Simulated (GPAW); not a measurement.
# Sb (Fm-3m) in GPAW: a series of runs

One crystal, Sb, is run at these levels: PBEsol, LDA; tasks: band structure, equation of state.

Program: GPAW 26.7.0. These are calculated values, not measurements. Logs are shortened: lines on timing, memory, paths and dates and some standing lists are left out, and cuts for length are marked. The log counts tension as positive stress, the text compression.

### 1 The structure

The structure is cubic, space group Fm-3m (No. 225). Conventional cell: a = 4.742 Å, b = 4.742 Å, c = 4.742 Å, α = 90.00°, β = 90.00°, γ = 90.00°. Sb (site symmetry m-3m) is surrounded by 12 Sb at 3.35 Å.

This isn't the form of Sb at room conditions, which is rhombohedral.

### 2 Band structure, PBEsol

run.py reads:

```python
from ase import Atoms
from ase.dft.bandgap import bandgap
from ase.io import write
from ase.units import GPa
from gpaw import GPAW, PW, setup_paths

setup_paths.insert(0, '.')

atoms = Atoms(['Sb'],
              cell=[[0.0, 2.3712425216, 2.3712425216],
                    [2.3712425216, 0.0, 2.3712425216],
                    [2.3712425216, 2.3712425216, 0.0]],
              scaled_positions=[[0.0, 0.0, 0.0]],
              pbc=True)

calc = GPAW(mode=PW(600),
            xc='PBEsol',
            kpts={'size': (10, 10, 10), 'gamma': True},
            occupations={'name': 'fermi-dirac', 'width': 0.05},
            nbands=15,
            convergence={'density': 1e-05, 'energy': 1e-05},
            maxiter=150,
            txt='gpaw.txt')
atoms.calc = calc
energy = atoms.get_potential_energy()
forces = atoms.get_forces()
stress = atoms.get_stress()
calc.write('gs.gpw')
write('result.traj', atoms)
print(f'Energy: {energy:.6f} eV')
print('Forces (eV/A):')
print(forces.round(4))
print('Stress (GPa):', (stress / GPa).round(3))
print('Fermi level:', round(calc.get_fermi_level(), 4), 'eV')
print(f'Gap: {bandgap(calc)[0]:.4f} eV, direct: {bandgap(calc, direct=True)[0]:.4f} eV')

path = atoms.cell.bandpath('GXWKGLUWLK,UX', npoints=100, eps=1e-4)
bs_calc = calc.fixed_density(kpts=path, symmetry='off', nbands=24,
                             convergence={'bands': 'CBM+6.0', 'eigenstates': 1e-6}, txt='bands.txt')
bs = bs_calc.band_structure()
bs.write('bs.json')
print(f'Gap on the path: {bandgap(bs_calc)[0]:.4f} eV')
```

Potentials or basis: PAW data sets generated in the run's folder for this functional, pw.

Command:

```
> gpaw-setup -f PBEsol Sb
> OMP_NUM_THREADS=1 python run.py
```

gpaw.txt:

```text
__  _  _
 | _ |_)|_||  |
 |__||  | ||/\| - 26.7.0

Input parameters:
  mode=PW(ecut=600.0),
  convergence={'density': 1e-05, 'energy': 1e-05},
  kpts=MonkhorstPack(size=(10, 10, 10), gamma=True),
  maxiter=150,
  nbands=15,
  occupations=Occupations(name='fermi-dirac', width=0.05),
  xc=XC(name='PBEsol')

Diagonalizing LCAO Hamiltonian
Converting LCAO to pw mode

       Sb

Atoms  # Å, Bohr magnetons
|   | symbol |        x |        y |        z |    initial magnetic moments |
|---|--------|----------|----------|----------|-----------------------------|
| 0 |     Sb | 0.000000 | 0.000000 | 0.000000 | ( 0.0000,  0.0000,  0.0000) |

Unit cell  # Å
| periodic |        x |        y |        z |  lengths |    angles |
|----------|----------|----------|----------|----------|-----------|
|      yes | 0.000000 | 2.371243 | 2.371243 | 3.353443 | 60.000000 |
|      yes | 2.371243 | 0.000000 | 2.371243 | 3.353443 | 60.000000 |
|      yes | 2.371243 | 2.371243 | 0.000000 | 3.353443 | 60.000000 |

Number of symmetries: 48
Symmetry operations  # r_c * U_cc + t_c -> r_c
|    | kind |            matrix            |
|----|------|------------------------------|
|  0 |  σ   |  1, 0, 0,  1, 0,-1,  1,-1, 0 |
|  1 |  C2  |  1, 0, 0,  1,-1, 0,  1, 0,-1 |
|  2 |  E   |  1, 0, 0,  0, 1, 0,  0, 0, 1 |
|  3 |  σ   |  1, 0, 0,  0, 0, 1,  0, 1, 0 |
|  4 |  C4  |  1, 0,-1,  1, 0, 0,  1,-1, 0 |
|  5 |  S6  |  1, 0,-1,  1,-1, 0,  1, 0, 0 |
|  6 |  σ   |  1, 0,-1,  0, 1,-1,  0, 0,-1 |
|  7 |  C3  |  1, 0,-1,  0, 0,-1,  0, 1,-1 |
|  8 |  S6  |  1,-1, 0,  1, 0, 0,  1, 0,-1 |
|  9 |  C4  |  1,-1, 0,  1, 0,-1,  1, 0, 0 |
| 10 |  C3  |  1,-1, 0,  0,-1, 1,  0,-1, 0 |
| 11 |  σ   |  1,-1, 0,  0,-1, 0,  0,-1, 1 |
| 12 |  σ   |  0, 1, 0,  1, 0, 0,  0, 0, 1 |
| 13 |  C4  |  0, 1, 0,  0, 1,-1, -1, 1, 0 |
| 14 |  C3  |  0, 1, 0,  0, 0, 1,  1, 0, 0 |
| 15 |  S6  |  0, 1, 0, -1, 1, 0,  0, 1,-1 |
| 16 |  C2  |  0, 1,-1,  1, 0,-1,  0, 0,-1 |
| 17 |  σ   |  0, 1,-1,  0, 1, 0, -1, 1, 0 |
| 18 |  S4  |  0, 1,-1,  0, 0,-1,  1, 0,-1 |
| 19 |  C4  |  0, 1,-1, -1, 1, 0,  0, 1, 0 |
| 20 |  C3  |  0, 0, 1,  1, 0, 0,  0, 1, 0 |
| 21 |  σ   |  0, 0, 1,  0, 1, 0,  1, 0, 0 |
| 22 |  S6  |  0, 0, 1,  0,-1, 1, -1, 0, 1 |
| 23 |  C4  |  0, 0, 1, -1, 0, 1,  0,-1, 1 |
| 24 |  S4  |  0, 0,-1,  1, 0,-1,  0, 1,-1 |
| 25 |  C3  |  0, 0,-1,  0, 1,-1,  1, 0,-1 |
| 26 |  C2  |  0, 0,-1,  0,-1, 0, -1, 0, 0 |
| 27 |  S6  |  0, 0,-1, -1, 0, 0,  0,-1, 0 |
| 28 |  S4  |  0,-1, 1,  1,-1, 0,  0,-1, 0 |
| 29 |  C4  |  0,-1, 1,  0, 0, 1, -1, 0, 1 |
| 30 |  C2  |  0,-1, 1,  0,-1, 0,  1,-1, 0 |
| 31 |  σ   |  0,-1, 1, -1, 0, 1,  0, 0, 1 |
| 32 |  C3  |  0,-1, 0,  1,-1, 0,  0,-1, 1 |
| 33 |  S6  |  0,-1, 0,  0, 0,-1, -1, 0, 0 |
| 34 |  S4  |  0,-1, 0,  0,-1, 1,  1,-1, 0 |
| 35 |  C2  |  0,-1, 0, -1, 0, 0,  0, 0,-1 |
| 36 |  C2  | -1, 1, 0,  0, 1, 0,  0, 1,-1 |
| 37 |  S6  | -1, 1, 0,  0, 1,-1,  0, 1, 0 |
| 38 |  S4  | -1, 1, 0, -1, 0, 1, -1, 0, 0 |
| 39 |  C3  | -1, 1, 0, -1, 0, 0, -1, 0, 1 |
| 40 |  S6  | -1, 0, 1,  0, 0, 1,  0,-1, 1 |
| 41 |  C2  | -1, 0, 1,  0,-1, 1,  0, 0, 1 |
| 42 |  C3  | -1, 0, 1, -1, 1, 0, -1, 0, 0 |
| 43 |  S4  | -1, 0, 1, -1, 0, 0, -1, 1, 0 |
| 44 |  C2  | -1, 0, 0,  0, 0,-1,  0,-1, 0 |
| 45 |  i   | -1, 0, 0,  0,-1, 0,  0, 0,-1 |
| 46 |  σ   | -1, 0, 0, -1, 1, 0, -1, 0, 1 |
| 47 |  C2  | -1, 0, 0, -1, 0, 1, -1, 1, 0 |

BZ-sampling:
  Number of BZ points: 1000
  Number of IBZ points: 47

  Monkhorst-Pack size: [10, 10, 10]
  Monkhorst-Pack shift: [0.05, 0.05, 0.05]

K-points  # in reciprocal-cell coordinates
|     |                                coordinates |     weight |
|-----|--------------------------------------------|------------|
|   0 | (  0.00000000,   0.00000000,   0.00000000) | 0.00100000 |
|   1 | (  0.10000000,   0.10000000,   0.00000000) | 0.00600000 |
|   2 | (  0.10000000,   0.10000000,   0.10000000) | 0.00800000 |
|   3 | (  0.20000000,   0.10000000,   0.10000000) | 0.01200000 |
|   4 | (  0.20000000,   0.20000000,   0.00000000) | 0.00600000 |
|   5 | (  0.20000000,   0.20000000,   0.10000000) | 0.02400000 |
|   6 | (  0.20000000,   0.20000000,   0.20000000) | 0.00800000 |
|   7 | (  0.30000000,   0.20000000,   0.10000000) | 0.02400000 |
|   8 | (  0.30000000,   0.20000000,   0.20000000) | 0.02400000 |
|   9 | (  0.30000000,   0.30000000,   0.00000000) | 0.00600000 |
| ... |                                            |            |
|  46 | (  0.50000000,   0.50000000,   0.50000000) | 0.00400000 |

Plane wave coefficients: 908
Cutoff: 600.0 eV

Spin-components: 1 (collinear spins)
Bands:           15
Projectors:      6
Spin-degeneracy: 2
Datatype:        complex128

Parallelization:
  kpt:    1
  domain: 1
  band:   1

Density:
  Valence electrons: 15.0
  Components: 1
  Grid points: [20 20 20]
  Charge: 0.0  # |e|

Potential:
  Grid points: [20 20 20]

species:
  Sb:
    name:    Antimony
    Z:       51.0
    valence: 15
    core:    36
    charge:  0.0  # [|e|]
    compensation charges:
      type: gauss
      rc: 0.36  # [Å]
      lmax: 2
    cutoffs:
      filter: 2.23  # [Å]
      core: 2.23  # [Å]
    projectors
    | kind |    occ | energy [eV] | rcut [Å] |
    |------|--------|-------------|----------|
    |   5s |  2.000 |     -12.861 |    1.154 |
    |   5p |  3.000 |      -4.846 |    1.233 |
    |   4d | 10.000 |     -33.456 |    1.196 |
    |    s |        |      14.351 |    1.154 |
    |    p |        |      22.365 |    1.233 |
    |    d |        |      -6.245 |    1.196 |

    Using partial waves for Sb as LCAO basis

Reference energy: -176204.783462  # eV

eigensolver:
  PPCG
  Converge bands: occupied
  niter=2

density mixing:
  MSR1-Mixer
  Pratt-step length: 0.05
  Maximum mixing coefficient: 0.75
  Old densities: 10
  SVD Regularization: 0.005
  Good broyden scale: 1.0
  Trust region scale: 1.0
  Backstep threshold: 4.0
  History deletion threshold: 6.0
  Fourier metric: weight=20.0, sigma=0.015

occupation numbers:
  Fermi-Dirac:
    width: 0.0500  # eV

poisson solver:
  ecut: 4800.0  # eV

xc functional:
  name: PBEsol with 2 nearest neighbor stencil

convergence criteria:
- Maximum integral of absolute [dens]ity change: 1e-05 electrons / valence electron
- Maximum [total energy] change in last 3 cyles: 1e-05 eV / valence electron
- Maximum integral of absolute [eigenst]ate change: 4e-08 eV^2 / valence electron
maximum number of iterations: 150

SCF iterations
|iter     | |      energy | eigst |  dens |
|---------|-|-------------|-------|-------|
|iter:   1| |   -4.571191 | +0.25 |       |
|iter:   2| |   -4.572368 | -2.26 | -1.82 |
|iter:   3| |   -4.563164 | -2.72 | -1.85 |
|iter:   4| |   -4.563205 | -4.28 | -2.54 |
|iter:   5| |   -4.563228c| -5.35 | -3.03 |
|iter:   6| |   -4.563230c| -6.23 | -3.75 |
|iter:   7| |   -4.563230c| -7.61c| -4.85 |
|iter:   8| |   -4.563230c| -7.86c| -5.27c|

Converged in 8 steps
Energy contributions relative to reference atoms: (reference = -176204.783462)

Energy contributions:
  Kinetic:          -1.234548
  Coulomb:           0.766542
  Zero:              0.163057
  External:          0.000000
  Xc:               -4.254946
  Entropy:          -0.006671
  Spinorbit:         0.000000
  ----------------------------
  Free energy:      -4.566565
  Extrapolated:     -4.563230

dipole moment: (-17.190100, -17.190100, -17.190100)  # |e|*Ang

Fermi level: 8.074
Eigenvalues  # (at kpt = [0.000, 0.000, 0.000])
| band index |      eig [eV] | occ [0-2] |
|------------|---------------|-----------|
|          0 |       -21.132 |     2.000 |
|          1 |       -21.132 |     2.000 |
|          2 |       -21.132 |     2.000 |
|          3 |       -21.093 |     2.000 |
|          4 |       -21.093 |     2.000 |
|          5 |        -4.887 |     2.000 |
|          6 |        13.475 |     0.000 |
|          7 |        13.475 |     0.000 |
|          8 |        13.475 |     0.000 |
|          9 |        18.409 |     0.000 |
|         10 |        18.656 |     0.000 |
|         11 |        18.656 |     0.000 |
|         12 |        18.656 |     0.000 |
|         13 |        20.154 |     0.000 |
|         14 |        23.479 |     0.000 |

No gap
No difference between direct/indirect transitions

Forces  # eV/Ang
|       x |        y |        z |
|---------|----------|----------|
| 0.00000 | -0.00000 | -0.00000 |  # Sb   0

Stress tensor  # eV/Ang^3
|         x |         y |         z |
|-----------|-----------|-----------|
|  0.009597 | -0.000000 | -0.000000 |
| -0.000000 |  0.009597 |  0.000000 |
| -0.000000 |  0.000000 |  0.009597 |

# Writing to gs.gpw (mode='')
```

Wall time 20 s (1 thread of Arm Neoverse V2, shared host); peak memory 0.2 GiB.

What came out:

```
Free energy             : -4.5666 eV
Pressure                : -1.5 GPa
Band gap along the path : none (metal or under the smearing width)
```

Levels at the corners of the path, in eV from the Fermi level:
| point | band 5 | band 6 | band 7 | band 8 | band 9 | band 10 |
| --- | --- | --- | --- | --- | --- | --- |
| Γ | -29.17 | -12.96 | 5.40 | 5.40 | 5.40 | 10.34 |
| X | -29.11 | -7.51 | -4.94 | 0.40 | 0.40 | 4.21 |
| W | -29.11 | -7.27 | -3.16 | -3.16 | -1.50 | 9.46 |
| K | -29.13 | -7.53 | -4.03 | -3.00 | 1.24 | 5.15 |
| Γ | -29.17 | -12.96 | 5.40 | 5.40 | 5.40 | 10.34 |
| L | -29.13 | -9.15 | -5.85 | 3.69 | 3.69 | 8.46 |
| U | -29.13 | -7.53 | -4.03 | -3.00 | 1.24 | 5.15 |
| W | -29.11 | -7.27 | -3.16 | -3.16 | -1.50 | 9.46 |
| L | -29.13 | -9.15 | -5.85 | 3.69 | 3.69 | 8.46 |
| K | -29.13 | -7.53 | -4.03 | -3.00 | 1.24 | 5.15 |
| U | -29.13 | -7.53 | -4.03 | -3.00 | 1.24 | 5.15 |
| X | -29.11 | -7.51 | -4.94 | 0.40 | 0.40 | 4.21 |

Caveat: spin-orbit coupling is left out, which moves the levels of the heavy elements.

### 3 Equation of state, LDA

run.py reads:

```python
from ase import Atoms
from ase.eos import EquationOfState
from ase.io import Trajectory
from ase.units import GPa
from gpaw import GPAW, PW

atoms = Atoms(['Sb'],
              cell=[[0.0, 2.3712425216, 2.3712425216],
                    [2.3712425216, 0.0, 2.3712425216],
                    [2.3712425216, 2.3712425216, 0.0]],
              scaled_positions=[[0.0, 0.0, 0.0]],
              pbc=True)

traj = Trajectory('eos.traj', 'w')
volumes, energies = [], []
for x in [0.94, 0.96, 0.98, 1.0, 1.02, 1.04, 1.06]:
    a = atoms.copy()
    a.set_cell(atoms.cell * x**(1 / 3), scale_atoms=True)
    calc = GPAW(mode=PW(600),
                xc='LDA',
                kpts={'size': (10, 10, 10), 'gamma': True},
                occupations={'name': 'fermi-dirac', 'width': 0.05},
                nbands=15,
                convergence={'density': 1e-05, 'energy': 1e-05},
                maxiter=150,
                txt=f'eos-{x:.2f}.txt')
    a.calc = calc
    energies.append(a.get_potential_energy(force_consistent=True))
    volumes.append(a.get_volume())
    p = -a.get_stress()[:3].mean() / GPa
    calc.write(f'eos-{x:.2f}.gpw')
    traj.write(a)
    print(f'{x:.2f} {volumes[-1]:10.4f} A^3 {energies[-1]:14.6f} eV {p:9.3f} GPa', flush=True)

v0, e0, B = EquationOfState(volumes, energies, eos='birchmurnaghan').fit()
print(f'V0 = {v0:.4f} A^3, E0 = {e0:.6f} eV, B0 = {B / GPa:.2f} GPa')
```

Potentials or basis: the program's PAW data sets (release 1.2.1) made for this functional, pw.

Command:

```
> OMP_NUM_THREADS=1 python run.py
```

Run time: 45 s. Hardware: 1 thread of Arm Neoverse V2, shared host; peak memory 0.22 GiB.

The run converged. Its results:

```
Equilibrium volume                      : 25.56 Å³/atom
Bulk modulus                            : 65 GPa
Pressure derivative of the bulk modulus : 3.1
```

Energy against volume, from the lowest point:
```csv
volume (Å³/atom),energy (meV/atom)
25.066,1.95
25.599,0.00
26.133,2.57
26.666,9.27
27.199,19.78
27.733,33.81
28.266,51.02
```

The run has no spin-orbit coupling, so splittings on Sb are missing.

### 4 The reference run

An earlier run on the cell as given: functional PBEsol; potentials or basis PAW data sets generated in the run's folder for this functional; cutoff 600 eV; basis pw; k mesh 10 × 10 × 10; occupations fermi-dirac, width 0.05 eV; no spin polarisation.

* Pressure: -1.5 GPa
* Band gap on the k mesh: none (metal or under the smearing width)

### 5 Summary

```csv
task,level,potentials or basis,band path,band points,pressure (GPa)
band structure,PBEsol,"PAW data sets generated in the run's folder for this functional, pw","GXWKGLUWLK,UX",100,-1.5
equation of state,LDA,"the program's PAW data sets (release 1.2.1) made for this functional, pw",-,-,-
single point,PBEsol,"PAW data sets generated in the run's folder for this functional, pw",-,-,-1.5
```

Alike in all rows: no spin polarisation; cell as given; k mesh 10 × 10 × 10; cutoff (eV) 600; smearing fermi-dirac 0.05 eV.

Caveats: spin-orbit coupling is left out, which moves the levels of the heavy elements (some runs).

Total energies depend on the potentials used, so only differences within one code and one set of settings carry meaning.
